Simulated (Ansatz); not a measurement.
**Li2Se: 20 steps of 2.0 fs from 1200 K**

The calculation used DFT, LDA, all-electron LAPW, scalar-relativistic (Ansatz 0.2.0).

Command: `ansatz run input.yaml --threads 2 --pin off --max-ram 6144MiB --backend cpu --events-out ev --progress --plain --runs-dir out` The run took 2.2 min on 2 threads of Intel(R) Xeon(R) 6975P-C (Granite Rapids), on a shared host, peak memory 0.45 GiB.

```yaml
crystal:
  lattice:
    - [0.0, 3.0025, 3.0025]
    - [3.0025, 0.0, 3.0025]
    - [3.0025, 3.0025, 0.0]
  atoms:
    - { symbol: Li, position: [0.25, 0.25, 0.25] }
    - { symbol: Li, position: [0.75, 0.75, 0.75] }
    - { symbol: Se, position: [0.0, 0.0, 0.0] }
kpoints:
  mp_grid: { grid: [6, 6, 6] }
scf:
  occupations: { method: fermi_dirac, width: 0.08 }
hamiltonian:
  xc: lda
  pseudopotentials: { kind: all_electron, lapw: { basis_error: 0.001 } }
output:
  forces: true
  stress: true
md:
  timestep: 2.0
  n_steps: 20
  ensemble: nvt_langevin
  temperature: 1200
  initial_velocities: maxwell_boltzmann
  seed: 14427
```

The geometry is COD entry 9009061, unchecked; take it as a test cell.

Each frame lists Cartesian positions (Å) and forces (eV/Å). Free energies count from the first step, -66447.1431 eV.

Step 0 (t = 0.0 fs): E = 0.0 meV, T = 800 K

```
Li    1.5012    1.5012    1.5012     0.000   0.000   0.000
Li    4.5038    4.5038    4.5038     0.000   0.000   0.000
Se    0.0000    0.0000    0.0000     0.000   0.000   0.000
```

Step 1 (t = 2.0 fs): E = +4.3 meV, T = 850 K

```
Li    1.4962    1.4685    1.5233     0.026   0.080  -0.052
Li    4.5434    4.5150    4.4971    -0.093  -0.041   0.025
Se   -0.0038    0.0019   -0.0009     0.066  -0.039   0.028
```

Step 2 (t = 4.0 fs): E = +17.3 meV, T = 885 K

```
Li    1.4847    1.4394    1.5449     0.062   0.150  -0.097
Li    4.5869    4.5254    4.4983    -0.198  -0.078   0.028
Se   -0.0076    0.0046   -0.0021     0.136  -0.073   0.069
```

Step 3 (t = 6.0 fs): E = +37.2 meV, T = 684 K

```
Li    1.4721    1.4146    1.5645     0.093   0.212  -0.133
Li    4.6279    4.5359    4.5025    -0.299  -0.113   0.019
Se   -0.0113    0.0089   -0.0036     0.206  -0.099   0.113
```

Step 4 (t = 8.0 fs): E = +61.0 meV, T = 558 K

```
Li    1.4612    1.3895    1.5825     0.110   0.276  -0.164
Li    4.6597    4.5472    4.5071    -0.381  -0.152   0.007
Se   -0.0151    0.0136   -0.0045     0.271  -0.123   0.157
```

Step 5 (t = 10.0 fs): E = +87.3 meV, T = 487 K

```
Li    1.4516    1.3628    1.5971     0.119   0.343  -0.183
Li    4.6857    4.5589    4.5150    -0.449  -0.199  -0.017
Se   -0.0184    0.0181   -0.0044     0.330  -0.144   0.200
```

Step 6 (t = 12.0 fs): E = +118.3 meV, T = 603 K

```
Li    1.4429    1.3396    1.6133     0.121   0.403  -0.205
Li    4.7124    4.5703    4.5271    -0.521  -0.250  -0.054
Se   -0.0220    0.0233   -0.0046     0.400  -0.153   0.258
```

Step 7 (t = 14.0 fs): E = +154.4 meV, T = 527 K

```
Li    1.4304    1.3221    1.6320     0.133   0.445  -0.227
Li    4.7423    4.5795    4.5430    -0.606  -0.306  -0.104
Se   -0.0256    0.0276   -0.0056     0.473  -0.139   0.331
```

Step 8 (t = 16.0 fs): E = +192.1 meV, T = 457 K

```
Li    1.4174    1.3052    1.6534     0.142   0.477  -0.252
Li    4.7685    4.5847    4.5606    -0.686  -0.363  -0.157
Se   -0.0281    0.0298   -0.0068     0.544  -0.114   0.409
```

Step 9 (t = 18.0 fs): E = +229.0 meV, T = 457 K

```
Li    1.4052    1.2857    1.6778     0.139   0.509  -0.281
Li    4.7881    4.5853    4.5804    -0.750  -0.416  -0.207
Se   -0.0292    0.0313   -0.0076     0.611  -0.093   0.489
```

Step 10 (t = 20.0 fs):

```
Li    1.3940    1.2690    1.7018
Li    4.8011    4.5804    4.6029
Se   -0.0308    0.0330   -0.0080
```

Step 11 (t = 22.0 fs): E = +285.1 meV, T = 261 K

```
Li    1.3884    1.2551    1.7243     0.093   0.560  -0.347
Li    4.8066    4.5734    4.6233    -0.826  -0.488  -0.282
Se   -0.0335    0.0348   -0.0083     0.733  -0.072   0.629
```

Step 12 (t = 24.0 fs): E = +304.3 meV, T = 239 K

```
Li    1.3869    1.2400    1.7424     0.044   0.597  -0.379
Li    4.8054    4.5684    4.6433    -0.832  -0.519  -0.312
Se   -0.0354    0.0364   -0.0079     0.789  -0.078   0.691
```

Step 13 (t = 26.0 fs): E = +313.4 meV, T = 177 K

```
Li    1.3849    1.2296    1.7551     0.006   0.622  -0.398
Li    4.7991    4.5614    4.6637    -0.823  -0.535  -0.333
Se   -0.0362    0.0384   -0.0071     0.817  -0.087   0.731
```

Step 14 (t = 28.0 fs): E = +309.3 meV, T = 174 K

```
Li    1.3813    1.2253    1.7604    -0.011   0.631  -0.397
Li    4.7867    4.5536    4.6800    -0.796  -0.525  -0.339
Se   -0.0367    0.0418   -0.0057     0.807  -0.106   0.736
```

Step 15 (t = 30.0 fs): E = +292.3 meV, T = 277 K

```
Li    1.3765    1.2254    1.7590    -0.014   0.632  -0.381
Li    4.7656    4.5476    4.6901    -0.745  -0.493  -0.328
Se   -0.0373    0.0466   -0.0036     0.759  -0.139   0.709
```

Step 16 (t = 32.0 fs): E = +265.5 meV, T = 512 K

```
Li    1.3729    1.2279    1.7548    -0.022   0.630  -0.360
Li    4.7347    4.5394    4.6973    -0.663  -0.434  -0.303
Se   -0.0384    0.0527   -0.0005     0.685  -0.196   0.663
```

Step 17 (t = 34.0 fs): E = +236.8 meV, T = 611 K

```
Li    1.3715    1.2288    1.7447    -0.036   0.636  -0.332
Li    4.6972    4.5297    4.7026    -0.563  -0.366  -0.279
Se   -0.0411    0.0592    0.0035     0.599  -0.270   0.611
```

Step 18 (t = 36.0 fs): E = +209.1 meV, T = 658 K

```
Li    1.3669    1.2309    1.7298    -0.031   0.638  -0.289
Li    4.6570    4.5236    4.7015    -0.463  -0.299  -0.256
Se   -0.0440    0.0659    0.0075     0.494  -0.339   0.545
```

Step 19 (t = 38.0 fs): E = +184.1 meV, T = 600 K

```
Li    1.3587    1.2367    1.7157    -0.010   0.629  -0.241
Li    4.6162    4.5216    4.6954    -0.367  -0.236  -0.236
Se   -0.0454    0.0730    0.0107     0.377  -0.393   0.476
```

Step 20 (t = 40.0 fs): E = +162.9 meV, T = 524 K

```
Li    1.3508    1.2449    1.7037     0.014   0.612  -0.199
Li    4.5786    4.5157    4.6864    -0.276  -0.167  -0.215
Se   -0.0455    0.0799    0.0131     0.262  -0.445   0.414
```

Give the energy and forces of step 10.

E = +260.7 meV, T = 378 K
```
Li    1.3940    1.2690    1.7018     0.127   0.533  -0.310
Li    4.8011    4.5804    4.6029    -0.799  -0.458  -0.252
Se   -0.0308    0.0330   -0.0080     0.672  -0.075   0.562
```

What is the mean temperature over the last 11 frames?

401 K; so short a run of so small a cell isn't equilibrated.
